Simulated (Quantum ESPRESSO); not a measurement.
# MgO (Fm-3m) in Quantum ESPRESSO: notebook

Runs on MgO. Level: PBEsol. Tasks: dielectric tensor.

All numbers are computed with Quantum ESPRESSO 7.5; they aren't measurements. Logs are shortened: lines on timing, memory, paths and dates and some standing lists are left out, and cuts for length are marked.

**The experiment to reproduce.**

“Electronic structure of alkaline earth and post-transition metal oxides”, 2009, arxiv:0908.1581 quotes, for a bulk crystal of MgO: band gap 7.83 eV.

“Infrared Optical Properties of Ferropericlase (Mg1-xFexO): Experiment and Theory”, 2007, arxiv:0704.2267 reports, for a bulk crystal of MgO at 295 K: high-frequency dielectric constant 2.95 ± 0.1.

How close the calculation comes is told below.

## Step 1: The structure

It takes space group Fm-3m (No. 225, cubic). Conventional cell: a = 4.194 Å, b = 4.194 Å, c = 4.194 Å, α = 90.00°, β = 90.00°, γ = 90.00°. Mg (site symmetry m-3m) is surrounded by 6 O at 2.10 Å. O (site symmetry m-3m) is surrounded by 6 Mg at 2.10 Å.

The cell is a database's computed one.

## Step 2: Dielectric tensor, PBEsol

pw.in

```
&CONTROL
  calculation = 'scf'
  prefix = 'pwscf'
  outdir = './tmp'
  pseudo_dir = './pseudo'
  tprnfor = .true.
  tstress = .true.
  disk_io = 'low'
/
&SYSTEM
  ibrav = 0
  nat = 2
  ntyp = 2
  ecutwfc = 84
  nbnd = 14
  occupations = 'smearing'
  smearing = 'fd'
  degauss = 0.00367493
/
&ELECTRONS
  conv_thr = 4d-10
  electron_maxstep = 120
  mixing_beta = 0.5
/
ATOMIC_SPECIES
Mg    24.3050 Mg.upf
O     15.9990 O.upf
CELL_PARAMETERS angstrom
   0.0000000000    2.0970013927    2.0970013927
   2.0970013927    0.0000000000    2.0970013927
   2.0970013927    2.0970013927    0.0000000000
ATOMIC_POSITIONS angstrom
Mg     0.0000000000    0.0000000000    0.0000000000
O      2.0970013927    2.0970013927    2.0970013927
K_POINTS automatic
12 12 12 0 0 0
```

scf2.in

```
&CONTROL
  calculation = 'scf'
  prefix = 'pwscf'
  outdir = './tmp'
  pseudo_dir = './pseudo'
  tprnfor = .true.
  tstress = .true.
  disk_io = 'low'
/
&SYSTEM
  ibrav = 0
  nat = 2
  ntyp = 2
  ecutwfc = 84
  nbnd = 14
  occupations = 'fixed'
/
&ELECTRONS
  conv_thr = 1d-13
  electron_maxstep = 120
  mixing_beta = 0.5
  startingpot = 'file'
  startingwfc = 'file'
/
ATOMIC_SPECIES
Mg    24.3050 Mg.upf
O     15.9990 O.upf
CELL_PARAMETERS angstrom
   0.0000000000    2.0970013927    2.0970013927
   2.0970013927    0.0000000000    2.0970013927
   2.0970013927    2.0970013927    0.0000000000
ATOMIC_POSITIONS angstrom
Mg     0.0000000000    0.0000000000    0.0000000000
O      2.0970013927    2.0970013927    2.0970013927
K_POINTS automatic
12 12 12 0 0 0
```

ph.in

```
dielectric of MgO
&INPUTPH
  prefix = 'pwscf'
  outdir = './tmp'
  tr2_ph = 1d-18
  fildyn = 'dyn'
  niter_ph = 90
  alpha_mix(1) = 0.7
  epsil = .true.
  trans = .false.
  zeu = .true.
/
0.0000000000 0.0000000000 0.0000000000
```

Potentials or basis: PseudoDojo 0.4.1 SR PBEsol standard.

Run with:

```console
OMP_NUM_THREADS=1 pw.x -in pw.in > pw.out
OMP_NUM_THREADS=1 pw.x -in scf2.in > scf2.out
OMP_NUM_THREADS=1 ph.x -in ph.in > ph.out
```

pw.out:

```text
This program is part of the open-source Quantum ESPRESSO suite
     for quantum simulation of materials; please cite
[... 9 lines left out ...]
     --------------------
     sticks:   dense  smooth     PW     G-vecs:    dense   smooth      PW
     Sum         733     733    223                12939    12939    2229

     Using Slab Decomposition

     bravais-lattice index     =            0
     lattice parameter (alat)  =       5.6042  a.u.
     unit-cell volume          =     124.4580 (a.u.)^3
     number of atoms/cell      =            2
     number of atomic types    =            2
     number of electrons       =        16.00
     number of Kohn-Sham states=           14
     kinetic-energy cutoff     =      84.0000  Ry
     charge density cutoff     =     336.0000  Ry
     scf convergence threshold =      4.0E-10
     mixing beta               =       0.5000
     number of iterations used =            8  plain     mixing
     Exchange-correlation= PBESOL
                           (   1   4  10   8   0   0   0)

     celldm(1)=   5.604187  celldm(2)=   0.000000  celldm(3)=   0.000000
     celldm(4)=   0.000000  celldm(5)=   0.000000  celldm(6)=   0.000000

     crystal axes: (cart. coord. in units of alat)
               a(1) = (   0.000000   0.707107   0.707107 )
               a(2) = (   0.707107   0.000000   0.707107 )
               a(3) = (   0.707107   0.707107   0.000000 )

     reciprocal axes: (cart. coord. in units 2 pi/alat)
               b(1) = ( -0.707107  0.707107  0.707107 )
               b(2) = (  0.707107 -0.707107  0.707107 )
               b(3) = (  0.707107  0.707107 -0.707107 )

     PseudoPot. # 1 for Mg read from file:
     Mg.upf
     Pseudo is Norm-conserving, Zval = 10.0
     Generated using ONCVPSP code by D. R. Hamann
     Using radial grid of 1510 points,  4 beta functions with:
                l(1) =   0
                l(2) =   0
                l(3) =   1
                l(4) =   1

     PseudoPot. # 2 for O  read from file:
     O.upf
     Pseudo is Norm-conserving + core correction, Zval =  6.0
     Generated using ONCVPSP code by D. R. Hamann
     Using radial grid of  936 points,  5 beta functions with:
                l(1) =   0
                l(2) =   0
                l(3) =   1
                l(4) =   1
                l(5) =   2

     atomic species   valence    mass     pseudopotential
     Mg               10.00    24.30500     Mg( 1.00)
     O                 6.00    15.99900     O ( 1.00)

     48 Sym. Ops., with inversion, found

   Cartesian axes

     site n.     atom                  positions (alat units)
         1        Mg     tau(   1) = (   0.0000000   0.0000000   0.0000000  )
         2        O      tau(   2) = (   0.7071068   0.7071068   0.7071068  )

     number of k points=    72  Fermi-Dirac smearing, width (Ry)=  0.0037
                       cart. coord. in units 2pi/alat
        k(    1) = (   0.0000000   0.0000000   0.0000000), wk =   0.0011574
        k(    2) = (   0.0589256   0.0589256  -0.0589256), wk =   0.0092593
        k(    3) = (   0.1178511   0.1178511  -0.1178511), wk =   0.0092593
        k(    4) = (   0.1767767   0.1767767  -0.1767767), wk =   0.0092593
        k(    5) = (   0.2357023   0.2357023  -0.2357023), wk =   0.0092593
        k(    6) = (   0.2946278   0.2946278  -0.2946278), wk =   0.0092593
[... 64 lines left out ...]
        k(   71) = (  -0.7071068   0.2357023   0.0000000), wk =   0.0138889
        k(   72) = (  -0.7071068   0.3535534   0.0000000), wk =   0.0069444

     Dense  grid:    12939 G-vectors     FFT dimensions: (  36,  36,  36)

     Initial potential from superposition of free atoms

     starting charge      15.9992, renormalised to      16.0000
     Starting wfcs are    9 randomized atomic wfcs +    5 random wfcs

     Self-consistent Calculation

     iteration #  1     ecut=    84.00 Ry     beta= 0.50
     Davidson diagonalization with overlap
     ethr =  1.00E-02,  avg # of iterations =  5.3

     total energy              =    -151.71913049 Ry
     estimated scf accuracy    <       0.35041364 Ry

     iteration #  2     ecut=    84.00 Ry     beta= 0.50
     Davidson diagonalization with overlap
     ethr =  2.19E-03,  avg # of iterations =  2.1
[... 43 lines left out ...]
     total energy              =    -151.82405063 Ry
     estimated scf accuracy    <          1.2E-09 Ry

     iteration #  9     ecut=    84.00 Ry     beta= 0.50
     Davidson diagonalization with overlap
     ethr =  7.65E-12,  avg # of iterations =  2.0

     End of self-consistent calculation

          k = 0.0000 0.0000 0.0000 (  1639 PWs)   bands (ev):

   -63.7934 -30.7368 -30.7368 -30.7368  -9.1054   8.0956   8.0956   8.0956
    12.8864  23.9562  23.9562  23.9562  27.6923  29.8238

          k = 0.0589 0.0589-0.0589 (  1624 PWs)   bands (ev):

   -63.7928 -30.7431 -30.7374 -30.7374  -9.0260   7.6194   8.0475   8.0475
    13.3413  22.9481  24.1270  24.1270  29.0172  29.2215

          k = 0.1179 0.1179-0.1179 (  1609 PWs)   bands (ev):
[... 111 lines left out ...]
   -63.7838 -30.8118 -30.7625 -30.7462  -7.7897   4.1277   6.5137   7.4337
    17.0647  20.2027  22.6190  25.2280  28.9192  29.5428

          k =-0.0589-0.2946 0.2946 (  1615 PWs)   bands (ev):

   -63.7856 -30.7977 -30.7596 -30.7428  -8.0651   4.7304   6.7332   7.6061
    16.6672  19.9862  23.1921  25.6162  27.2577  29.7008

          k = 0.0000-0.2357 0.2357 (  1612 PWs)   bands (ev):

   -63.7878 -30.7821 -30.7532 -30.7400  -8.3765   5.4298   7.1388   7.7753
    15.8324  20.2680  23.8829  25.8334  26.3563  29.4129

          k = 0.3536 0.0000 0.0000 (  1612 PWs)   bands (ev):

   -63.7870 -30.7787 -30.7521 -30.7521  -8.3084   5.4237   7.3458   7.3458
    16.2301  19.2052  23.6408  25.6131  25.6131  31.7376

          k = 0.4125 0.0589-0.0589 (  1623 PWs)   bands (ev):

   -63.7852 -30.7911 -30.7563 -30.7556  -8.0680   4.9073   7.0820   7.1858
    16.9729  18.7243  22.6839  25.9072  26.1524  32.2270

          k = 0.4714 0.1179-0.1179 (  1627 PWs)   bands (ev):
[... 11 lines left out ...]
   -63.7819 -30.8105 -30.7760 -30.7544  -7.5425   4.1990   5.7602   7.1233
    17.9474  20.2499  21.2084  25.6489  27.4218  31.6566

          k =-0.0589-0.4125 0.4125 (  1613 PWs)   bands (ev):

   -63.7825 -30.8064 -30.7780 -30.7505  -7.6166   4.3603   5.6836   7.2577
    18.0104  20.1063  21.4786  25.6061  28.2747  29.8329

          k = 0.0000-0.3536 0.3536 (  1624 PWs)   bands (ev):

   -63.7838 -30.8021 -30.7717 -30.7463  -7.8120   4.5339   6.0565   7.4337
    17.5939  19.8487  22.1852  25.6775  28.1740  29.2537

          k = 0.4714 0.0000-0.0000 (  1624 PWs)   bands (ev):

   -63.7839 -30.7977 -30.7599 -30.7599  -7.9009   4.6014   7.0221   7.0221
    17.4500  18.0608  21.9974  26.3721  26.3721  33.1175

          k = 0.5303 0.0589-0.0589 (  1623 PWs)   bands (ev):
[... 21 lines left out ...]
   -63.7815 -30.8108 -30.7656 -30.7656  -7.6001   4.1043   6.8021   6.8021
    17.3687  18.0587  21.2641  26.9243  26.9243  34.3201

          k =-0.0589-0.6482 0.6482 (  1622 PWs)   bands (ev):

   -63.7809 -30.8128 -30.7698 -30.7662  -7.5081   4.0432   6.5317   6.7679
    17.3934  18.3459  21.1230  26.9170  26.9490  34.2305

          k = 0.0000-0.5893 0.5893 (  1622 PWs)   bands (ev):

   -63.7807 -30.8090 -30.7780 -30.7641  -7.4637   4.2110   5.9639   6.8200
    17.7493  19.0468  20.9083  26.5926  26.6775  34.8424

          k =-0.7071 0.0000 0.0000 (  1604 PWs)   bands (ev):

   -63.7807 -30.8154 -30.7676 -30.7676  -7.4897   3.9412   6.7247   6.7247
    17.1374  18.1342  21.1887  27.1299  27.1299  33.8268

          k = 0.2357 0.1179 0.0000 (  1617 PWs)   bands (ev):

   -63.7896 -30.7672 -30.7468 -30.7409  -8.6204   6.1194   7.5422   7.7950
    15.0693  20.6596  24.4416  25.0764  26.3269  29.8925

          k = 0.2946 0.1768-0.0589 (  1615 PWs)   bands (ev):

   -63.7874 -30.7852 -30.7519 -30.7428  -8.3225   5.2757   7.2142   7.6468
    15.9791  20.0441  23.9030  25.4351  26.4526  30.0489

          k = 0.3536 0.2357-0.1179 (  1609 PWs)   bands (ev):
[... 6 lines left out ...]
   -63.7836 -30.8176 -30.7571 -30.7484  -7.7475   3.8879   6.7866   7.3399
    16.8364  20.3310  22.8230  24.9658  28.7564  30.5572

          k =-0.2357-0.3536 0.4714 (  1614 PWs)   bands (ev):

   -63.7830 -30.8226 -30.7575 -30.7496  -7.6502   3.6756   6.7307   7.2898
    16.8703  20.5423  22.6730  24.8737  29.3822  30.3865

          k = 0.3536 0.1179 0.0000 (  1623 PWs)   bands (ev):

   -63.7866 -30.7848 -30.7548 -30.7487  -8.2375   5.2257   7.1451   7.4173
    16.4209  19.3745  23.4410  25.6780  25.9020  31.2355

          k = 0.4125 0.1768-0.0589 (  1620 PWs)   bands (ev):

   -63.7846 -30.7983 -30.7607 -30.7513  -7.9587   4.6712   6.7494   7.2537
    17.2125  19.2222  22.5396  25.5911  26.7698  31.5068

          k =-0.2357-0.4714 0.5893 (  1617 PWs)   bands (ev):
[... 11 lines left out ...]
   -63.7825 -30.8122 -30.7708 -30.7521  -7.6093   4.1162   6.0438   7.1696
    17.7775  20.2088  21.6743  25.1802  28.7853  29.9865

          k =-0.0589-0.2946 0.4125 (  1614 PWs)   bands (ev):

   -63.7836 -30.8049 -30.7688 -30.7485  -7.7858   4.4157   6.2166   7.3222
    17.5962  19.7847  22.1526  25.3983  28.0819  29.9599

          k = 0.0000-0.2357 0.3536 (  1606 PWs)   bands (ev):

   -63.7854 -30.7951 -30.7619 -30.7450  -8.0499   4.8277   6.6470   7.5034
    16.9176  19.6856  22.9483  25.7072  26.8086  30.2309

          k = 0.4714 0.1179-0.0000 (  1626 PWs)   bands (ev):

   -63.7836 -30.7996 -30.7628 -30.7579  -7.8537   4.5629   6.7848   7.0234
    17.6745  18.3855  21.9212  25.9969  26.6685  32.7611

          k =-0.1768-0.5303 0.6482 (  1628 PWs)   bands (ev):
[... 26 lines left out ...]
   -63.7809 -30.8075 -30.7766 -30.7656  -7.4782   4.2802   6.0091   6.6772
    18.0486  19.1339  20.8385  25.6303  27.5486  34.0388

          k =-0.0000-0.4714 0.5893 (  1620 PWs)   bands (ev):

   -63.7809 -30.8005 -30.7876 -30.7624  -7.4516   4.6007   5.3420   6.7754
    18.4219  20.0080  20.4967  25.1502  27.6923  32.6485

          k =-0.7071 0.1179-0.0000 (  1622 PWs)   bands (ev):

   -63.7807 -30.8122 -30.7708 -30.7682  -7.4729   4.0770   6.4546   6.6122
    17.5672  18.5521  21.0367  26.3038  27.4165  34.2620

          k =-0.2357-0.4714 0.7071 (  1618 PWs)   bands (ev):

   -63.7831 -30.8026 -30.7707 -30.7544  -7.7353   4.4932   6.2081   7.0617
    18.1364  19.1224  21.6986  25.3487  27.6370  31.1919

          k =-0.1768-0.4125 0.6482 (  1620 PWs)   bands (ev):
[... 11 lines left out ...]
   -63.7813 -30.8042 -30.7772 -30.7645  -7.5162   4.4358   5.9137   6.6081
    18.7338  19.1965  20.7894  24.9466  28.1736  32.1548

          k =-0.0589-0.4125 0.6482 (  1615 PWs)   bands (ev):

   -63.7809 -30.7989 -30.7856 -30.7661  -7.4479   4.7047   5.3980   6.5060
    19.0562  19.9368  20.4209  24.2572  28.9171  31.2310

          k = 0.0000-0.3536 0.5893 (  1618 PWs)   bands (ev):

   -63.7811 -30.7968 -30.7888 -30.7631  -7.4661   4.8197   5.2018   6.6290
    19.2508  19.7521  20.6008  24.2875  29.5907  29.9777

          k =-0.7071 0.2357 0.0000 (  1626 PWs)   bands (ev):

   -63.7807 -30.8034 -30.7795 -30.7693  -7.4390   4.4724   5.8108   6.3961
    18.5968  19.5880  20.5572  24.6771  28.3626  32.9070

          k =-0.7071 0.3536 0.0000 (  1628 PWs)   bands (ev):

   -63.7807 -30.7915 -30.7915 -30.7699  -7.4218   5.0838   5.0838   6.2921
    19.7143  19.7143  20.3477  23.6883  30.1597  30.1597

     the Fermi energy is    10.4334 ev

!    total energy              =    -151.82405063 Ry
     estimated scf accuracy    <          1.2E-11 Ry
     smearing contrib. (-TS)   =       0.00000000 Ry
     internal energy E=F+TS    =    -151.82405063 Ry

     The total energy is F=E-TS. E is the sum of the following terms:
     one-electron contribution =     -73.69341979 Ry
     hartree contribution      =      41.14588842 Ry
     xc contribution           =     -24.10175357 Ry
     ewald contribution        =     -95.17476569 Ry

     convergence has been achieved in   9 iterations

     Forces acting on atoms (cartesian axes, Ry/au):

     atom    1 type  1   force =    -0.00000000    0.00000000   -0.00000000
     atom    2 type  2   force =     0.00000000   -0.00000000    0.00000000

     Total force =     0.000000     Total SCF correction =     0.000000

     Computing stress (Cartesian axis) and pressure

          total   stress  (Ry/bohr**3)                   (kbar)     P=       22.55
   0.00015326  -0.00000000  -0.00000000           22.55       -0.00       -0.00
  -0.00000000   0.00015326  -0.00000000           -0.00       22.55       -0.00
  -0.00000000  -0.00000000   0.00015326           -0.00       -0.00       22.55

=------------------------------------------------------------------------------=
   JOB DONE.
=------------------------------------------------------------------------------=
```

It took 2.7 min on 1 thread of Arm Neoverse V2, shared host; peak memory 0.06 GiB.

Results:

- Free energy: -2065.6714 eV
- Pressure: 2.3 GPa
- Band gap on the k mesh: 4.79 eV, direct
- Electronic dielectric tensor (diagonal): 3.22
- Born charges (mean of the diagonal): Mg +1.98; O -1.98 e

Levels at points of the mesh, in eV from the valence-band top:
```
             k point  band 4  band 5  band 6  band 7  band 8  band 9  band 10  band 11  band 12  band 13
  (0.00, 0.00, 0.00)  -38.83  -17.20    0.00    0.00    0.00    4.79    15.86    15.86    15.86    19.60
 (0.00, 0.00, -0.50)  -38.84  -15.82   -4.71   -0.66   -0.66    7.85    12.65    16.33    16.33    21.07
(0.00, -0.50, -0.50)  -38.86  -15.59   -4.15   -1.37   -1.37    9.04    10.04    13.09    19.03    19.03
```

Electronic dielectric tensor:
```
3.22 0.00 0.00
0.00 3.22 0.00
0.00 0.00 3.22
```

Born effective charge tensors (e):
atom 1, Mg
```
1.98 0.00 0.00
0.00 1.98 0.00
0.00 0.00 1.98
```
atom 2, O
```
-1.98  0.00  0.00
 0.00 -1.98  0.00
 0.00  0.00 -1.98
```

Caveat: on a mesh that holds Γ this program's dielectric tensor can be off by some percent beyond the error of the mesh.

[end of part 1 of 2]
